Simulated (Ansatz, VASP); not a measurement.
## Al2O in VASP and in Ansatz

```xyz
6
Lattice="2.6373 0.0000 0.0000 0.0000 2.6373 0.0000 0.0000 0.0000 14.3611" Properties=species:S:1:pos:R:3 pbc="T T T"
Al    0.0000    0.0000   12.0624
Al    0.0000    0.0000    2.2987
Al    0.0000    0.0000    7.1805
Al    1.3186    1.3186    0.0000
O     1.3186    1.3186    2.9284
O     1.3186    1.3186   11.4327
```

The cell was built by a generator and needn't be a form met in nature.

Alike in both runs: task single point; functional PBE; k mesh 14 × 14 × 4; occupations gaussian, width 0.1 eV; no spin polarisation.

|  | VASP | Ansatz |
| --- | --- | --- |
| version | VASP 6.6.1 | Ansatz 0.2.0 |
| potentials or method | VASP PAW PBE potentials, release 64 (Al, O) | scalar-relativistic, plane waves, PAW |
| plane-wave cutoff (eV) | 520 | 420 |
| valence electrons in the cell | 24 | 24 |

|  | VASP | Ansatz | Ansatz less VASP |
| --- | --- | --- | --- |
| gap on the k mesh at the Fermi level (eV) | none | none | - |
| pressure (GPa) | 0.0 | 0.0 | +0.05 |
| largest component of the traceless stress (GPa) | 0.06 | 0.01 | -0.057 |
| rms of the force components (eV/Å) | 0.005 | 0.001 | -0.0038 |

Atom by atom the forces differ by 0.004 eV/Å (rms over components). A gap of «none» marks a metal or a gap that the smearing closes.
